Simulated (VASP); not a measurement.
**VASP 6.6.1 run: MgS**

INCAR

```
LCHARG = .FALSE.
IBRION = -1
LWAVE = .FALSE.
ENCUT = 520
LASPH = .TRUE.
AMIX = 0.6
ISMEAR = -1
NBANDS = 16
SIGMA = 0.02
EDIFF = 1E-7
NSW = 0
ISIF = 2
PREC = Accurate
LREAL = .FALSE.
GGA = PE
NELM = 64
```

KPOINTS

```
KPOINTS created by Atomic Simulation Environment
0
Gamma
6 6 6
0 0 0
```

POSCAR

```
Mg S
 1.0000000000000000
     0.0759000000000000    2.8671000000000002    2.8866999999999998
     2.9279999999999999    0.0256000000000000    2.9369999999999998
     2.8994000000000000    2.8887999999999998    0.0542000000000000
 Mg  S
   1   1
Cartesian
  3.0120085500000000  5.7275730100000004  2.9807714500000002
  1.4379597899999998  1.4596657500000001  1.4514919700000000
```

The recommended PBE PAW datasets give the neutral cell 8 valence electrons.

Command

```
mpirun -np 1 vasp_std
```

OSZICAR

```
N       E                     dE             d eps       ncg     rms          rms(c)
DAV:   1     0.235701470425E+02    0.23570E+02   -0.31184E+03  3632   0.387E+02
DAV:   2    -0.725224178462E+01   -0.30822E+02   -0.29094E+02  4864   0.816E+01
DAV:   3    -0.895589807270E+01   -0.17037E+01   -0.17012E+01  4584   0.192E+01
DAV:   4    -0.896739030143E+01   -0.11492E-01   -0.11492E-01  4616   0.181E+00
DAV:   5    -0.896753414472E+01   -0.14384E-03   -0.14384E-03  4664   0.199E-01    0.396E+00
DAV:   6    -0.841124525573E+01    0.55629E+00   -0.22991E+00  4592   0.427E+00    0.314E+00
DAV:   7    -0.842471025844E+01   -0.13465E-01   -0.74883E-02  4168   0.113E+00    0.216E+00
DAV:   8    -0.843057352199E+01   -0.58633E-02   -0.20122E-02  4504   0.660E-01    0.119E+00
DAV:   9    -0.842970978268E+01    0.86374E-03   -0.28014E-03  4432   0.199E-01    0.157E-01
DAV:  10    -0.842978419302E+01   -0.74410E-04   -0.22302E-04  4624   0.601E-02    0.264E-02
DAV:  11    -0.842979034080E+01   -0.61478E-05   -0.86424E-06  4960   0.106E-02    0.156E-02
DAV:  12    -0.842979055884E+01   -0.21804E-06   -0.10113E-06  4544   0.387E-03    0.993E-04
DAV:  13    -0.842979059240E+01   -0.33565E-07   -0.22574E-08  4880   0.639E-04
   1 F= -.84297906E+01 E0= -.84297906E+01  d E =-.160315E-11
```

From OUTCAR

```
k-points           NKPTS =    112   k-points in BZ     NKDIM =    112   number of bands    NBANDS=     16

   NELECT =       8.0000    total number of electrons

   dimension x,y,z NGX =    30 NGY =   32 NGZ =   30
   dimension x,y,z NGXF=    60 NGYF=   64 NGZF=   60

  energy-cutoff  :      520.00
  volume of cell :       47.52
      direct lattice vectors                 reciprocal lattice vectors
     0.075900000  2.867100000  2.886700000    -0.178519751  0.175864417  0.176439803
     2.928000000  0.025600000  2.937000000     0.172220836 -0.176048429  0.170324900
     2.899400000  2.888800000  0.054200000     0.175652563  0.173181241 -0.176623815

 k-points in reciprocal lattice and weights: KPOINTS created by Atomic Simulation Env
   0.00000000  0.00000000  0.00000000       0.005
   0.16666667  0.00000000  0.00000000       0.009
   0.33333333 -0.00000000  0.00000000       0.009
   0.50000000 -0.00000000  0.00000000       0.005
   0.00000000  0.16666667 -0.00000000       0.009
   0.16666667  0.16666667  0.00000000       0.009
   0.33333333  0.16666667  0.00000000       0.009
   0.50000000  0.16666667  0.00000000       0.009
   ...

 E-fermi :   1.3538

 k-point     1 :       0.0000    0.0000    0.0000
  band No.  band energies     occupation
      1     -10.3411      2.00000
      2       0.6474      2.00000
      3       0.7793      2.00000
      4       0.9185      2.00000
      5       3.9985      0.00000
      6       8.3683      0.00000
      7       8.6286      0.00000
      8       8.8888      0.00000
      9      11.4874      0.00000
     10      11.5835      0.00000
     11      14.0082      0.00000
     12      14.2642      0.00000
     13      14.5655      0.00000
     14      14.6720      0.00000
     15      17.7512      0.00000
     16      24.5571      0.00000

 k-point     2 :       0.1667    0.0000    0.0000
  band No.  band energies     occupation
      1     -10.1942      2.00000
      2      -0.2482      2.00000
      3       0.5857      2.00000
      4       0.7912      2.00000
      5       4.9560      0.00000
      6       8.4795      0.00000
      7       8.6911      0.00000
      8       8.9516      0.00000
      9      10.7783      0.00000
     10      10.9026      0.00000
     11      13.2973      0.00000
     12      15.7266      0.00000
     13      16.0362      0.00000
     14      16.3411      0.00000
     15      19.7741      0.00000
     16      21.7530      0.00000

 k-point     3 :       0.3333   -0.0000    0.0000
  band No.  band energies     occupation
      1      -9.8675      2.00000
      2      -1.6323      2.00000
      3       0.4194      2.00000
      4       0.6074      2.00000
      5       5.6456      0.00000
      6       8.4046      0.00000
      7       8.6918      0.00000
      8       8.8301      0.00000
      9      11.5981      0.00000
     10      11.8992      0.00000
     11      12.5952      0.00000
     12      17.3723      0.00000
     13      17.7855      0.00000
     14      17.9951      0.00000
     15      19.7019      0.00000
     16      20.0125      0.00000

 ...

  Total       -0.3841182     -0.3461992     -0.3790051     -0.0515846      0.2928364     -0.6670521
  in kB      -12.9512392    -11.6727332    -12.7788413     -1.7392695      9.8735096    -22.4908691
  external PRESSURE =     -12.4676046 kB  Pullay stress =       0.0000000 kB

 POSITION                                       TOTAL-FORCE (eV/Angst)
 -----------------------------------------------------------------------------------
      3.01201      5.72757      2.98077        -0.310582      0.337804     -0.105152
      1.43796      1.45967      1.45149         0.310582     -0.337804      0.105152
 -----------------------------------------------------------------------------------
    total drift:                                0.000140     -0.000266      0.000136

  FREE ENERGIE OF THE ION-ELECTRON SYSTEM (eV)
  ---------------------------------------------------
  free  energy   TOTEN  =        -8.4297905924 eV

  energy  without entropy=       -8.4297905924  energy(sigma->0) =       -8.42979059
```

It converged. Results: gap between bands v and c on the k mesh 3.08 eV; least direct gap on the k mesh 3.08 eV; pressure -1.2 GPa; largest force 0.47 eV/Å. Band v is the last that the valence electrons fill when counted band by band, and c is the next.

For comparison, a separate PBE run of the intended cell, on usual settings and not on those above, gives a gap of 3.08 eV on its mesh and a pressure of -1.2 GPa.

The run above took about 30 s on one core of a shared host (Intel Xeon 6975P-C) and held 0.22 GiB at most.
